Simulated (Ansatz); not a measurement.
# SnO2 monolayer (1T): relaxing the cell for a phonon run

Aim: bring SnO2 monolayer (1T) to small forces and stress, as phonons need.

Main program and level: Ansatz 0.2.0; DFT PBE, scalar-relativistic, plane waves, PAW.

Most raw output is cut from this account.

## (1) Starting point

The cell holds 3 atoms: 1 Sn and 2 O. Its edges and angles: a = 3.320 Å, b = 3.320 Å, c = 20.000 Å, α = 90.0°, β = 90.0°, γ = 120.0°. Vacuum lies along c.

Coordinates:

```cif
data_structure
_symmetry_space_group_name_H-M 'P 1'
_symmetry_Int_Tables_number 1
_cell_length_a 3.3200
_cell_length_b 3.3200
_cell_length_c 20.0000
_cell_angle_alpha 90.000
_cell_angle_beta 90.000
_cell_angle_gamma 120.000
_cell_volume 190.91
loop_
_atom_site_label
_atom_site_type_symbol
_atom_site_fract_x
_atom_site_fract_y
_atom_site_fract_z
_atom_site_occupancy
Sn1 Sn 0.00000 0.00000 0.50000 1
O2 O 0.33333 0.66667 0.55635 1
O3 O 0.66667 0.33333 0.44365 1
```

## (2) Probe on a coarse mesh

First a cheap look: the gap decides the mesh and the occupations, the pressure tells how far the cell has to move.

The program solves this slab on a cell height of its own, 28.3 Å, in place of the one typed.

input.yaml reads:

```yaml
crystal:
  lattice:
    - [3.32, 0.0, 0.0]
    - [-1.66, 2.8752, 0.0]
    - [0.0, 0.0, 20.0]
  atoms:
    - { symbol: Sn, position: [0.0, 0.0, 0.5] }
    - { symbol: O, position: [0.333333, 0.666667, 0.55635] }
    - { symbol: O, position: [0.666667, 0.333333, 0.44365] }
  periodic: [true, true, false]
kpoints:
  mp_grid: { grid: [6, 6, 1] }
hamiltonian:
  xc: pbe
scf:
  occupations: { method: gaussian, width: 0.1 }
output:
  forces: true
  stress: true
  eigenvalues: true
```

Run with:

```console
$ ansatz run input.yaml --threads 8 --pin off --max-ram 14336MiB --backend cpu --events-out ev --progress --plain --runs-dir out
```

Elapsed: 1.5 s, on 8 threads of Arm Neoverse N1, shared host; peak memory 0.53 GiB.

A gap read on the k-mesh alone can miss the band edges.

This step gave:

```yaml
gap_on_the_k_mesh: 2.093 eV
direct_gap_on_mesh: 2.377 eV
area_per_atom: 3.182 Å²
```

The coarse mesh shows a gap of 2.09 eV.

## (3) Rough relaxation

The start is far from rest, so a relaxation with loose tolerances brings it close first.

The program solves this slab on a cell height of its own, 28.3 Å, in place of the one typed.

Changes to input.yaml since step 2:

```diff
@@ -11,3 +11,3 @@
 kpoints:
-  mp_grid: { grid: [6, 6, 1] }
+  mp_grid: { grid: [9, 9, 1] }
 hamiltonian:
@@ -20 +20,6 @@
   eigenvalues: true
+relax:
+  adjacent_minimum: "off"
+  f_tol: 0.05
+  max_steps: 80
+  cell: { stress_2d_tol: 0.02 }
```

Elapsed: 9.7 s, on 8 threads; peak memory 0.64 GiB; 64 s of CPU time.

The steps of the relaxation:

| step | energy less that of the first step (eV) | largest force component (eV/Å) | volume (Å³) |
| --- | --- | --- | --- |
| 1 | 0.0000 | 1.6888 | 270.22 |
| 2 | -0.2911 | 0.5396 | 265.23 |
| 3 | -0.3491 | 0.0043 | 257.28 |
| 4 | -0.3511 | 0.0077 | 255.60 |
| 5 | -0.3510 | 0.0002 | 255.83 |
| 6* | -0.3430 | 0.0010 | 255.83 |
| 7 | -0.3434 | 0.0007 | 255.40 |
| 8* | -0.3431 | 0.0007 | 255.40 |

Relaxation steps marked * repeat the geometry before them on a plane-wave basis chosen anew for their cell, so energy and pressure can jump there.

The run keeps the 12 symmetry operations that it works with, so distortions that break them were not tested.

| cell as run | before | after | change |
| --- | --- | --- | --- |
| a (Å) | 3.320 | 3.228 | -2.8 % |
| b (Å) | 3.320 | 3.228 | -2.8 % |

The atoms that moved most (Å, along periodic axes as changes of fractional coordinates times the final cell, across vacuum about the mean position):

| atom | dx | dy | dz | length |
| --- | --- | --- | --- | --- |
| O3 | 0.000 | 0.000 | 0.115 | 0.115 |
| O2 | 0.000 | 0.000 | -0.115 | 0.115 |

Final coordinates:

```cif
data_structure
_symmetry_space_group_name_H-M 'P 1'
_symmetry_Int_Tables_number 1
_cell_length_a 3.2277
_cell_length_b 3.2277
_cell_length_c 28.3080
_cell_angle_alpha 90.000
_cell_angle_beta 90.000
_cell_angle_gamma 120.000
_cell_volume 255.40
loop_
_atom_site_label
_atom_site_type_symbol
_atom_site_fract_x
_atom_site_fract_y
_atom_site_fract_z
_atom_site_occupancy
Sn1 Sn 0.00000 0.00000 0.35326 1
O2 O 0.33333 0.66667 0.38899 1
O3 O 0.66667 0.33333 0.31752 1
```

Numbers from this step:

```
gap on the k-mesh  : 2.619 eV
direct gap on mesh : 3.170 eV
area per atom      : 3.007 Å²
```

The relaxation ends with a largest force component of 7.3e-4 eV/Å.

## (4) Bringing the structure to rest

The cell and atoms are relaxed, since residual forces and stress would shift the frequencies.

input.yaml reads:

```yaml
crystal:
  lattice:
    - [3.2276912729, 0.0, 0.0]
    - [-1.6138456364, 2.7952626379, 0.0]
    - [0.0, 0.0, 28.308]
  atoms:
    - { symbol: Sn, position: [0.0, 0.0, 0.3532570298] }
    - { symbol: O, position: [0.3333333333, 0.6666666667, 0.3889910484] }
    - { symbol: O, position: [0.6666666667, 0.3333333333, 0.3175230112] }
  periodic: [true, true, false]
kpoints:
  mp_grid: { grid: [9, 9, 1] }
hamiltonian:
  xc: pbe
scf:
  occupations: { method: gaussian, width: 0.02 }
output:
  forces: true
  stress: true
  eigenvalues: true
  write_density: true
  write_potential: true
  elf: true
  volumetric_format: npy
relax:
  adjacent_minimum: "off"
  f_tol: 0.005
  max_steps: 80
  cell: { stress_2d_tol: 0.02 }
```

It took 3.9 s on 8 threads; peak memory 0.63 GiB; 23 s of CPU time.

Little changed from the start: no atom moved by 0.005 Å and no cell edge by 0.1 %.

ELF in the ac plane at fractional y = 0.000, with atoms of Sn within 0.2 Å of it. It is the smooth field of the valence electrons, not physical close to the nuclei.

Ten even steps from '0' (0.00) to '9' (0.53), each cell a mean:
```
00000000000000000
00000000000000000
00000000000000000
00000000000000000
00000000000000000
00000000000000000
00000000000000000
00000000000000000
00000000000000000
00000000000000000
00000000000000000
00000000000000000
00000000000000000
00000123333210000
22223579999753222
00123333333334210
22223579999753222
00000112222110000
00000000000000000
00000000000000000
00000000000000000
00000000000000000
00000000000000000
00000000000000000
```
Columns run along a (3.2 Å), rows up along c (28.3 Å). Atoms in or near the plane, at fractional coordinates: Sn at (0.00, 0.35).

Valence density in the ac plane at fractional y = 0.000, with atoms of Sn within 0.2 Å of it. It is the smooth field of the valence electrons, not physical close to the nuclei.

Ten steps, logarithmic in the rise over the least value, from '0' (0 e/Å³) to '9' (11 e/Å³), each cell a mean:
```
00000000000000000
00000000000000000
00000000000000000
00000000000000000
00000000000000000
00000000000000000
00000000000000000
00000000000000000
00000000000000000
00000000000000000
00000000000000000
00000000000000000
00000000000000000
00000000000000000
44332222222222334
99865322222235689
33222222222222223
00000000000000000
00000000000000000
00000000000000000
00000000000000000
00000000000000000
00000000000000000
00000000000000000
```
Columns run along a (3.2 Å), rows up along c (28.3 Å). Atoms in or near the plane, at fractional coordinates: Sn at (0.00, 0.35).

Electrostatic potential energy in the ac plane at fractional y = 0.000, with atoms of Sn within 0.2 Å of it. With pseudopotentials it is smooth inside the atoms' cores, unlike the true potential.

Values in eV, 24 rows by 14 columns, each cell a mean:
```
  0   0   0   0   0   0   0   0   0   0   0   0   0   0
  0   0   0   0   0   0   0   0   0   0   0   0   0   0
  0   0   0   0   0   0   0   0   0   0   0   0   0   0
  0   0   0   0   0   0   0   0   0   0   0   0   0   0
  0   0   0   0   0   0   0   0   0   0   0   0   0   0
  0   0   0   0   0   0   0   0   0   0   0   0   0   0
  0   0   0   0   0   0   0   0   0   0   0   0   0   0
  0   0   0   0   0   0   0   0   0   0   0   0   0   0
  0   0   0   0   0   0   0   0   0   0   0   0   0   0
  0   0   0   0   0   0   0   0   0   0   0   0   0   0
  0   0   0   0   0   0   0   0   0   0   0   0   0   0
  0   0   0   0   0   0   0   0   0   0   0   0   0   0
  0   0   0   0   0   0   0   0   0   0   0   0   0   0
 -1  -1  -1  -1  -1   0   0   0   0   0  -1  -1  -1  -1
-10 -10 -10  -9  -7  -5  -4  -4  -4  -5  -7  -9 -10 -10
 -2  -3  -8 -13 -14 -11  -7  -6  -8 -12 -14 -13  -7  -2
 -9  -9  -8  -7  -5  -4  -3  -3  -4  -4  -6  -7  -9  -9
 -1  -1  -1  -1   0   0   0   0   0   0   0  -1  -1  -1
  0   0   0   0   0   0   0   0   0   0   0   0   0   0
  0   0   0   0   0   0   0   0   0   0   0   0   0   0
  0   0   0   0   0   0   0   0   0   0   0   0   0   0
  0   0   0   0   0   0   0   0   0   0   0   0   0   0
  0   0   0   0   0   0   0   0   0   0   0   0   0   0
  0   0   0   0   0   0   0   0   0   0   0   0   0   0
```
Columns run along a (3.2 Å; values clipped at the 3rd and 97th percentile), rows up along c (28.3 Å). Atoms in or near the plane, at fractional coordinates: Sn at (0.00, 0.35).

## (5) Tight relaxation

Phonons need a cell at rest on their own settings, so the relaxation is repeated with tight tolerances on forces and stress, using the mesh and the filling of the phonon run that follows.

input.yaml, the sections that differ from step 4:

```yaml
kpoints:
  mp_grid: { grid: [12, 12, 1] }
scf:
  occupations: { method: fixed }
relax:
  adjacent_minimum: "off"
  f_tol: 0.001
  max_steps: 60
  cell: { stress_2d_tol: 0.002 }
# crystal, hamiltonian, output: as in step 4
```

The job ended after 6 s (8 threads; peak memory 0.69 GiB; 42 s of CPU time).

Little changed from the start: no atom moved by 0.005 Å and no cell edge by 0.1 %.

This step gave:

- gap on the k-mesh: 2.613 eV
- direct gap on mesh: 3.171 eV

Valence density in the ac plane at fractional y = 0.333, with atoms of O within 0.2 Å of it. It is the smooth field of the valence electrons, not physical close to the nuclei.

Values in e/Å³, 24 rows by 14 columns, each cell a mean:
```
0.0 0.0 0.0 0.0 0.0 0.0 0.0 0.0 0.0 0.0 0.0 0.0 0.0 0.0
0.0 0.0 0.0 0.0 0.0 0.0 0.0 0.0 0.0 0.0 0.0 0.0 0.0 0.0
0.0 0.0 0.0 0.0 0.0 0.0 0.0 0.0 0.0 0.0 0.0 0.0 0.0 0.0
0.0 0.0 0.0 0.0 0.0 0.0 0.0 0.0 0.0 0.0 0.0 0.0 0.0 0.0
0.0 0.0 0.0 0.0 0.0 0.0 0.0 0.0 0.0 0.0 0.0 0.0 0.0 0.0
0.0 0.0 0.0 0.0 0.0 0.0 0.0 0.0 0.0 0.0 0.0 0.0 0.0 0.0
0.0 0.0 0.0 0.0 0.0 0.0 0.0 0.0 0.0 0.0 0.0 0.0 0.0 0.0
0.0 0.0 0.0 0.0 0.0 0.0 0.0 0.0 0.0 0.0 0.0 0.0 0.0 0.0
0.0 0.0 0.0 0.0 0.0 0.0 0.0 0.0 0.0 0.0 0.0 0.0 0.0 0.0
0.0 0.0 0.0 0.0 0.0 0.0 0.0 0.0 0.0 0.0 0.0 0.0 0.0 0.0
0.0 0.0 0.0 0.0 0.0 0.0 0.0 0.0 0.0 0.0 0.0 0.0 0.0 0.0
0.0 0.0 0.0 0.0 0.0 0.0 0.0 0.0 0.0 0.0 0.0 0.0 0.0 0.0
0.0 0.0 0.0 0.0 0.0 0.0 0.0 0.0 0.0 0.0 0.0 0.0 0.0 0.0
0.0 0.0 0.0 0.0 0.0 0.0 0.0 0.0 0.0 0.0 0.0 0.0 0.0 0.0
0.3 0.4 0.4 0.4 0.3 0.2 0.1 0.1 0.0 0.0 0.0 0.1 0.1 0.1
0.4 0.5 0.6 0.5 0.4 0.3 0.4 0.6 0.9 1.1 1.0 0.7 0.5 0.4
0.2 0.1 0.1 0.1 0.2 0.3 0.7 1.8 3.5 4.8 4.2 2.6 1.2 0.5
0.0 0.0 0.0 0.0 0.0 0.0 0.0 0.1 0.1 0.1 0.1 0.1 0.0 0.0
0.0 0.0 0.0 0.0 0.0 0.0 0.0 0.0 0.0 0.0 0.0 0.0 0.0 0.0
0.0 0.0 0.0 0.0 0.0 0.0 0.0 0.0 0.0 0.0 0.0 0.0 0.0 0.0
0.0 0.0 0.0 0.0 0.0 0.0 0.0 0.0 0.0 0.0 0.0 0.0 0.0 0.0
0.0 0.0 0.0 0.0 0.0 0.0 0.0 0.0 0.0 0.0 0.0 0.0 0.0 0.0
0.0 0.0 0.0 0.0 0.0 0.0 0.0 0.0 0.0 0.0 0.0 0.0 0.0 0.0
0.0 0.0 0.0 0.0 0.0 0.0 0.0 0.0 0.0 0.0 0.0 0.0 0.0 0.0
```
Columns run along a (3.2 Å), rows up along c (28.3 Å). Atoms in or near the plane, at fractional coordinates: O at (0.67, 0.32).

Electrostatic potential energy in the ac plane at fractional y = 0.333, with atoms of O within 0.2 Å of it. With pseudopotentials it is smooth inside the atoms' cores, unlike the true potential.

Values in eV, 24 rows by 14 columns, each cell a mean:
```
  0   0   0   0   0   0   0   0   0   0   0   0   0   0
  0   0   0   0   0   0   0   0   0   0   0   0   0   0
  0   0   0   0   0   0   0   0   0   0   0   0   0   0
  0   0   0   0   0   0   0   0   0   0   0   0   0   0
  0   0   0   0   0   0   0   0   0   0   0   0   0   0
  0   0   0   0   0   0   0   0   0   0   0   0   0   0
  0   0   0   0   0   0   0   0   0   0   0   0   0   0
  0   0   0   0   0   0   0   0   0   0   0   0   0   0
  0   0   0   0   0   0   0   0   0   0   0   0   0   0
  0   0   0   0   0   0   0   0   0   0   0   0   0   0
  0   0   0   0   0   0   0   0   0   0   0   0   0   0
  0   0   0   0   0   0   0   0   0   0   0   0   0   0
  0   0   0   0   0   0   0   0   0   0   0   0   0   0
  0   0   0   0   0   0   0   0   0   0   0   0   0   0
 -6  -7  -7  -7  -6  -5  -4  -4  -3  -3  -3  -3  -4  -5
-14 -15 -15 -15 -15 -12  -9  -9  -9  -9  -9  -9  -9 -11
 -5  -5  -6  -6  -5  -5  -7 -12 -14 -14 -14 -13 -10  -5
  0   0   0   0   0   0   0   0   0   0   0   0   0   0
  0   0   0   0   0   0   0   0   0   0   0   0   0   0
  0   0   0   0   0   0   0   0   0   0   0   0   0   0
  0   0   0   0   0   0   0   0   0   0   0   0   0   0
  0   0   0   0   0   0   0   0   0   0   0   0   0   0
  0   0   0   0   0   0   0   0   0   0   0   0   0   0
  0   0   0   0   0   0   0   0   0   0   0   0   0   0
```
Columns run along a (3.2 Å; values clipped at the 3rd and 97th percentile), rows up along c (28.3 Å). Atoms in or near the plane, at fractional coordinates: O at (0.67, 0.32).

ELF in the ac plane at fractional y = 0.333, with atoms of O within 0.2 Å of it. It is the smooth field of the valence electrons, not physical close to the nuclei.

Ten even steps from '0' (0.00) to '9' (0.81), each cell a mean:
```
00000000000000000
00000000000000000
00000000000000000
00000000000000000
00000000000000000
00000000000000000
00000000000000000
00000000000000000
00000000000000000
00000000000000000
00000000000000000
00000000000000000
00000000000000000
11222110000000000
45666542100000012
22222223455665432
41101258999789997
00000012345555432
00000000000000000
00000000000000000
00000000000000000
00000000000000000
00000000000000000
00000000000000000
```
Columns run along a (3.2 Å), rows up along c (28.3 Å). Atoms in or near the plane, at fractional coordinates: O at (0.67, 0.32).

The largest force component left is 0.55 meV/Å, within the tolerances set.

## (6) Summary of results

```
space group after relaxation (within 0.01 Å) : P-3m1
lattice constant a                           : 3.228 Å
lattice constant b                           : 3.228 Å
area per atom                                : 3.01 Å²
gap on the k-mesh                            : 2.61 eV
```

**Reading.** The largest force component left is 0.55 meV/Å, within the tolerances set. The relaxation keeps the symmetry of its start, so it says nothing on stability against lower symmetry. Spin-orbit coupling is left out, which can matter for the heavy elements here. The starting cell was built on a prototype and not taken from a measurement.

[Logs are printed without paths, hosts, clocks, repeated set-up lines and the standing remarks that a program may print on its own settings, such as how far it seeks lower states.]

[Hosts, paths, dates, database ids (printed as entryN), source tags and the programs' standing remarks are cut or masked in the printed files.]
